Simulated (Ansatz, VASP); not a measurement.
**SiGe2 in two plane-wave programs**

Wanted: the spread between two codes on one cell, functional and k mesh. The cell is generated by rule, not measured, and may not be a known phase. The cell is taken from a series of runs on this material, whose earlier steps may have relaxed, scaled, displaced or heated it; both programs get it as it stands.

Program: Ansatz 0.2.0. Level of theory: plane waves, with VASP 6.6.1 beside it; relaxation of cell and atoms at PBEsol. Results are calculated unless marked as measured.

The structure was built from a prototype and need not be the compound's stable phase.

## Step 1: Starting point

The structure is orthorhombic, space group Cmcm (No. 63). The conventional cell has a = 6.119 Å, b = 6.119 Å, c = 12.239 Å, α = 90.00°, β = 90.00°, γ = 90.00°. Nearest to Si lie 8 Ge at 2.62 to 2.69 Å. Nearest to Si lie 8 Ge at 2.62 to 2.70 Å. Ge has 4 Si at 2.62 to 2.70 Å and 1 Ge at 2.87 Å nearest. Farther neighbours are not listed.

## Step 2: Ansatz: relaxation of cell and atoms, PBEsol

Ansatz runs on its default PAW (the set named soft_2) files.

The relaxed volume is the usual yardstick between codes: in a stiff, nearly cubic crystal its relative difference is about their pressure difference at one cell divided by the bulk modulus.

Contents of input.yaml:

```yaml
crystal:
  lattice:
    - [0.0, -3.0597254466, -3.0597254466]
    - [0.0, 3.0597254466, -3.0597254466]
    - [12.2389017864, 0.0, 0.0]
  atoms:
    - { symbol: Si, position: [0.0522922735, -0.0522922735, 0.0] }
    - { symbol: Si, position: [-0.0522922735, 0.0522922735, 0.5] }
    - { symbol: Si, position: [0.5, 0.5, 0.75] }
    - { symbol: Si, position: [0.5, 0.5, 0.25] }
    - { symbol: Ge, position: [0.0111044267, 0.4572021208, 0.875] }
    - { symbol: Ge, position: [-0.0111044267, 0.5427978792, 0.375] }
    - { symbol: Ge, position: [0.4572021208, 0.0111044267, 0.625] }
    - { symbol: Ge, position: [0.5427978792, -0.0111044267, 0.125] }
    - { symbol: Ge, position: [0.0111044267, 0.4572021208, 0.125] }
    - { symbol: Ge, position: [-0.0111044267, 0.5427978792, 0.625] }
    - { symbol: Ge, position: [0.5427978792, -0.0111044267, 0.875] }
    - { symbol: Ge, position: [0.4572021208, 0.0111044267, 0.375] }
kpoints:
  mp_grid: { grid: [8, 8, 4] }
hamiltonian:
  xc: pbesol
scf:
  occupations: { method: methfessel_paxton, width: 0.15 }
output:
  forces: true
  stress: true
  eigenvalues: true
relax:
  adjacent_minimum: "off"
  f_tol: 0.002
  max_steps: 120
  cell: { stress_tol: 0.03 }
```

The run is started by

```console
$ ansatz run input.yaml --threads 4 --pin off --max-ram 7168MiB --backend cpu --events-out ev --progress --plain --runs-dir out
```

Numbers of over 12 decimals in the logs are rounded to 6 here.

What it wrote:

```text
Engine: ansatz 0.2.0, aarch64-unknown-linux-gnu
Pseudopotentials: kind: paw
Pseudopotential: Si, paw, valence charge 4, recommended cutoff 420 eV (normal), Si.paw.azcp
Pseudopotential: Ge, paw, valence charge 14, recommended cutoff 420 eV (normal), Ge.paw.azcp
Functional definition: PBEsol
  exchange = pbesol_x
  correlation = pbesol_c
Crystal: 12 atoms, lattice volume = 229.159 Å³
Basis set: ecut = 420 eV, 4481 PW (Γ), exchange–correlation on 60×60×180 points (8 copies of the dense FFT grid, shifted against one another)
Bands: 77, of which v1, the nominal top of the filled ones, is band 64 counted from 1 (63 counted from 0)
Symmetry: 8 space group operations
Space group: Cmcm (ITA 63), of the structure as read, at distance tolerance 6.1e-5 Å
k-points: 63 of 256
Non-local potential: Si, projectors of the file, l = 0: 2, l = 1: 2, l = 2: 2
Non-local potential: Ge, projectors of the file, l = 0: 2, l = 1: 2, l = 2: 3, l = 3: 1
PAW form: soft (Blöchl's): semilocal exchange-correlation on the pseudo side does not see the compensation charge
PAW frozen core: Si, regenerated for the run's functional, and the local potential with it (the file was generated under x = pbe(κ = 0.804, μ = 0.219515), c = pbe(β = 0.066725))
PAW frozen core: Ge, regenerated for the run's functional, and the local potential with it (the file was generated under x = pbe(κ = 0.804, μ = 0.219515), c = pbe(β = 0.066725))
PAW one-centre angular grid: Si, 110 points (default); XC on 64 Gauss nodes
PAW one-centre angular grid: Ge, 590 points (default); XC on 64 Gauss nodes
Initial density: superposition of atomic densities (neutral atoms: chi_scale 0, normalization atom), corrected by the library's trained network
Initial wavefunctions: pseudopotential atomic-orbital guess
Functional: x = pbesol(κ = 0.804, μ = 0.123457), c = pbesol(β = 0.046)
SCF iter   1: F=—  HF=-36509.924608 eV  |F-HF|=—  |Δ(HF+E_count)|=         —  Δρ=2.76e-3  dr2=3.63e-2  ethr=1.77e-3  ⟨swp⟩=5.6  Hψ=17429  notcnv=0
preconditioner: auto → LDOS  [metal: Δε(μ)=0.013 eV  Ē_g=19.741 eV  σ=0.150 eV  W_gap=0.08  n_scr=56 (ndim 8)  ℏωp=27.8 eV  f_vac=0.011  D(μ)=6.33/eV (n_scr^D=48)  β→1.0]
SCF iter   2: F=—  HF=-36509.910355 eV  |F-HF|=—  |Δ(HF+E_count)|=   1.43e-2  S|Δr|=    0.00e0  Δρ=1.12e-3  dr2=2.55e-3  ethr=2.84e-5  ⟨swp⟩=2.0  Hψ=9653  notcnv=0
preconditioner: auto → Kerker (q_TF=auto, 2.476 Å⁻¹)  [metal: Δε(μ)=0.008 eV  Ē_g=19.803 eV  σ=0.150 eV  W_gap=0.05  n_scr=56 (ndim 8)  ℏωp=27.8 eV  f_vac=0.009  D(μ)=6.39/eV (n_scr^D=48)  β→0.5]
SCF iter   3: F=—  HF=-36509.908906 eV  |F-HF|=—  |Δ(HF+E_count)|=   1.45e-3  S|Δr|=    0.00e0  Δρ=5.02e-4  dr2=9.22e-4  ethr=1.99e-6  ⟨swp⟩=2.0  Hψ=8607  notcnv=0
SCF iter   4: F=—  HF=-36509.908416 eV  |F-HF|=—  |Δ(HF+E_count)|=   4.90e-4  S|Δr|=    0.00e0  Δρ=2.22e-4  dr2=1.46e-4  ethr=7.20e-7  ⟨swp⟩=2.0  Hψ=8601  notcnv=0
SCF iter   5: F=—  HF=-36509.908447 eV  |F-HF|=—  |Δ(HF+E_count)|=   3.07e-5  S|Δr|=    0.00e0  Δρ=5.65e-5  dr2=1.01e-5  ethr=1.14e-7  ⟨swp⟩=2.9  Hψ=8667  notcnv=0
SCF iter   6: F=—  HF=-36509.908457 eV  |F-HF|=—  |Δ(HF+E_count)|=   1.03e-5  S|Δr|=    0.00e0  Δρ=1.10e-5  dr2=2.24e-7  ethr=7.87e-9  ⟨swp⟩=2.0  Hψ=8604  notcnv=0
SCF iter   7: F=-36509.908457 eV  HF=-36509.908457 eV  |F-HF|=8.68e-9  |Δ(HF+E_count)|=   1.76e-7  S|Δr|=    0.00e0  Δρ=2.84e-6  dr2=2.69e-8  ethr=7.81e-11  ⟨swp⟩=9.2  Hψ=18855  notcnv=0
SCF 1 converged in 7 iterations: F = -36509.908457 eV  dr2 = 2.69e-8
  greatest PAW one-centre occupation: 0.998 electrons in one spin orbital (limit 2), on the Ge atom at site 8 (counted from 0), in its partial waves of l = 2
relax step   1: F+E_penalty+E_count = -36509.90845701 eV  Δ(F+E_penalty+E_count) = +0.000e0 eV  max|allowed force component| = 2.869e-2 eV/Å  Δτ_max = 0.0000 Å  P = -0.306 GPa  Ω = 229.159 Å³  (7 SCF iters, dr2 threshold 1.00e-7 eV, accepted)
Crystal: 12 atoms, lattice volume = 228.054 Å³
Basis set: ecut = 420 eV, 4441 PW (Γ), exchange–correlation on 60×60×180 points (8 copies of the dense FFT grid, shifted against one another)
Initial density: handed on by an earlier stage of this run
Initial wavefunctions: those handed on with the density
iter 1 solved again at ethr=2.01e-7 eV; its pass at ethr=3.10e-3 eV (dr2=2.57e-4 eV) is discarded
SCF iter   1: F=—  HF=-36509.911896 eV  |F-HF|=—  |Δ(HF+E_count)|=         —  Δρ=4.05e-4  dr2=2.77e-4  ethr=2.01e-7  ⟨swp⟩=3.0  Hψ=21455  notcnv=0
preconditioner: auto → Kerker (q_TF=auto, 2.478 Å⁻¹)  [metal: Δε(μ)=0.018 eV  Ē_g=19.787 eV  σ=0.150 eV  W_gap=0.10  n_scr=56 (ndim 8)  ℏωp=27.8 eV  f_vac=0.006  D(μ)=6.43/eV (n_scr^D=48)]
SCF iter   2: F=—  HF=-36509.911810 eV  |F-HF|=—  |Δ(HF+E_count)|=   8.57e-5  S|Δr|=    0.00e0  Δρ=2.46e-4  dr2=1.15e-4  ethr=2.01e-7  ⟨swp⟩=1.0  Hψ=4851  notcnv=0
[...]
preconditioner: auto → Kerker (q_TF=auto, 2.478 Å⁻¹)  [metal: Δε(μ)=0.002 eV  Ē_g=19.775 eV  σ=0.150 eV  W_gap=0.01  n_scr=56 (ndim 8)  ℏωp=27.8 eV  f_vac=0.007  D(μ)=4.16/eV (n_scr^D=26)]
SCF iter   2: F=—  HF=-36509.939577 eV  |F-HF|=—  |Δ(HF+E_count)|=   3.09e-3  S|Δr|=    0.00e0  Δρ=4.51e-4  dr2=1.00e-5  ethr=3.17e-8  ⟨swp⟩=2.0  Hψ=6378  notcnv=0
SCF iter   3: F=—  HF=-36509.940554 eV  |F-HF|=—  |Δ(HF+E_count)|=   9.77e-4  S|Δr|=    0.00e0  Δρ=2.38e-5  dr2=1.11e-7  ethr=7.84e-9  ⟨swp⟩=2.0  Hψ=6393  notcnv=0
SCF iter   4: F=—  HF=-36509.940556 eV  |F-HF|=—  |Δ(HF+E_count)|=   2.03e-6  S|Δr|=    0.00e0  Δρ=4.13e-6  dr2=3.87e-8  ethr=8.70e-11  ⟨swp⟩=2.0  Hψ=8912  notcnv=0
SCF iter   5: F=—  HF=-36509.940556 eV  |F-HF|=—  |Δ(HF+E_count)|=   2.94e-8  S|Δr|=    0.00e0  Δρ=1.72e-6  dr2=1.50e-8  ethr=3.02e-11  ⟨swp⟩=2.0  Hψ=8897  notcnv=0
SCF iter   6: F=—  HF=-36509.940556 eV  |F-HF|=—  |Δ(HF+E_count)|=   1.08e-9  S|Δr|=    0.00e0  Δρ=7.45e-7  dr2=3.05e-9  ethr=1.17e-11  ⟨swp⟩=2.7  Hψ=6272  notcnv=0
SCF iter   7: F=—  HF=-36509.940556 eV  |F-HF|=—  |Δ(HF+E_count)|=  4.29e-10  S|Δr|=    0.00e0  Δρ=1.36e-7  dr2=9.30e-11  ethr=2.39e-12  ⟨swp⟩=2.0  Hψ=6337  notcnv=0
SCF iter   8: F=-36509.940556 eV  HF=-36509.940556 eV  |F-HF|=0.00e0  |Δ(HF+E_count)|=  7.28e-12  S|Δr|=    0.00e0  Δρ=1.80e-8  dr2=1.61e-12  ethr=1.00e-12  ⟨swp⟩=4.2  Hψ=14930  notcnv=0
SCF 14 converged in 8 iterations: F = -36509.940556 eV  dr2 = 1.61e-12
relax step  14: F+E_penalty+E_count = -36509.94055577 eV  Δ(F+E_penalty+E_count) = -4.561e-4 eV  max|allowed force component| = 8.704e-4 eV/Å  Δτ_max = 0.0000 Å  P = +0.009 GPa  Ω = 227.925 Å³  stress off target by 2.70e-2 GPa  SCF on the basis re-selected at this cell (its energy is not comparable with the rows above)  (8 SCF iters)
basis re-selected at this cell: Δ(F+E_penalty+E_count) = -4.561e-4 eV, ΔP = +0.010 GPa vs the last step (what re-selecting the basis moved, of the pressure what is left beyond the Pulay correction that the steps carried, after the strain that the cell walked since its last selection, with what the two solves' SCF thresholds leave and, on support functions, any second-order correction that the steps lacked; it is no measure of the basis error at this ecutwfc). The dense FFT grid was sized anew with the basis: this SCF ran on 30×30×81 points, the steps before it on 30×30×90, so part of this shift can come from that change (see relax.cell in the input reference). [rest of the remark cut]
SCF converged after 8 iterations
Stability not checked: this state was not tested for a lower state beside it, because cold or Methfessel-Paxton smearing, or corrected tetrahedra, fill the levels in a way that the test cannot read (fill_not_monotonic; see scf.lower_state_search)
Free energy (F): -36509.940556 eV
Harris-Foulkes:  -36509.940556 eV  (|F-HF|=0.00e0)
Internal energy: -36509.943463 eV  (E = F + TS)
E sigma→0 (E₀):  -36509.941282 eV
Entropy (-TS):   0.002907 eV (0.242 meV/atom)
Fermi energy:    9.614410 eV
--- Per-component energies (eV) ---
  E_band       = -1005.007110
  E_kinetic    = 1048.740193
  E_local      = -19116.580608  (includes V_loc(G=0)·N_el)
  E_nonlocal   = 3441.145222
  E_hartree    = 8399.656514
  E_xc         = -822.199532
  E_vxc        = -708.960879  (∫ρ·V_xc dr)
  E_paw        = -17801.941747  (= ΣΔE_a)
  E_vpaw       = -2468.666701  (= ΣTr[D̂ρ^β])
  E_aug_tail   = 0.002632  (compensation charges beyond the density's cutoff)
  E_ewald      = -11666.235870
  E_core_change = 7.469732  (= ΣΔE_core)
  E_smearing   = 0.002907  (= −TS)
  E_closure    = 0.000000  (closes the sum)
  Σ components = -36509.940556   (vs F -36509.940556, Δ=0.00e0)
--- Forces (eV/Å), atoms counted from 1 ---
  atom   1  Si     0.00000000    -0.00087044    -0.00000000
  atom   2  Si     0.00000000     0.00087044     0.00000000
  atom   3  Si     0.00000000     0.00000000    -0.00000000
  atom   4  Si     0.00000000     0.00000000     0.00000000
  atom   5  Ge     0.00007529     0.00061726     0.00064216
  atom   6  Ge     0.00007529    -0.00061726    -0.00064216
  atom   7  Ge    -0.00007529    -0.00061726     0.00064216
  atom   8  Ge    -0.00007529     0.00061726    -0.00064216
  atom   9  Ge    -0.00007529     0.00061726     0.00064216
  atom  10  Ge    -0.00007529    -0.00061726    -0.00064216
  atom  11  Ge     0.00007529     0.00061726    -0.00064216
  atom  12  Ge     0.00007529    -0.00061726     0.00064216
  max |Σ_I F_I| component: 2.49e-18 eV/Å
--- Stress (GPa, compression-positive) ---
        0.001508       0.000000       0.000000
        0.000000      -0.000239      -0.000000
        0.000000      -0.000000       0.026998
  P = ⅓ Tr σ = 0.0094 GPa (0.094 kbar)
--- Band table (eV; the first three rows and the last of 63) ---
  k-point 0: bands = [... 60 lower, 8.1240, 8.1566, 8.5810, 8.7682, 8.7699, 9.5412, 9.6165, 10.6917, ... 9 higher]
  k-point 1: bands = [... 60 lower, 8.2078, 8.3045, 8.6680, 8.9373, 9.3745, 9.5417, 10.0353, 10.2730, ... 9 higher]
  k-point 2: bands = [... 60 lower, 8.4787, 8.4787, 9.2537, 9.2537, 9.4046, 9.4046, 10.1117, 10.1117, ... 9 higher]
  k-point 62: bands = [... 60 lower, 9.0487, 9.0487, 9.5829, 9.5829, 11.5477, 11.5477, 12.3305, 12.3305, ... 9 higher]
--- Relaxed structure (13 steps of the walk, 12 accepted, 1 SCFs on fresh bases) ---
  F+E_penalty+E_count = -36509.94055577 eV   max|allowed force component| = 8.704e-4 eV/Å   (the final SCF, on the basis selected at the relaxed cell)
  cell:  # Å, volume = 227.9249 Å³
    - [0.0, -2.968781, -3.203146]
    - [0.0, 2.968781, -3.203146]
    - [11.984142, 0.0, 0.0]
  atoms:
    - { symbol: Si, position: [0.060672, -0.060672, 0] }
    - { symbol: Si, position: [-0.060672, 0.060672, 0.5] }
    - { symbol: Si, position: [0.5, 0.5, 0.750000] }
    - { symbol: Si, position: [0.5, 0.5, 0.25] }
    - { symbol: Ge, position: [0.016626, 0.451153, 0.874785] }
    - { symbol: Ge, position: [-0.016626, 0.548847, 0.374785] }
    - { symbol: Ge, position: [0.451153, 0.016626, 0.625215] }
    - { symbol: Ge, position: [0.548847, -0.016626, 0.125215] }
    - { symbol: Ge, position: [0.016626, 0.451153, 0.125215] }
    - { symbol: Ge, position: [-0.016626, 0.548847, 0.625215] }
    - { symbol: Ge, position: [0.548847, -0.016626, 0.874785] }
    - { symbol: Ge, position: [0.451153, 0.016626, 0.374785] }
```

(Part 1 of 2 ends here.)

[Lines on the potential files, build, host, timing and source positions are cut from VASP's logs without a mark.]

[Logs are printed without paths, hosts, clocks, repeated set-up lines and the standing remarks that a program may print on its own settings, such as how far it seeks lower states.]

[Hosts, paths, dates, database ids (printed as entryN), source tags and the programs' standing remarks are cut or masked in the printed files.]
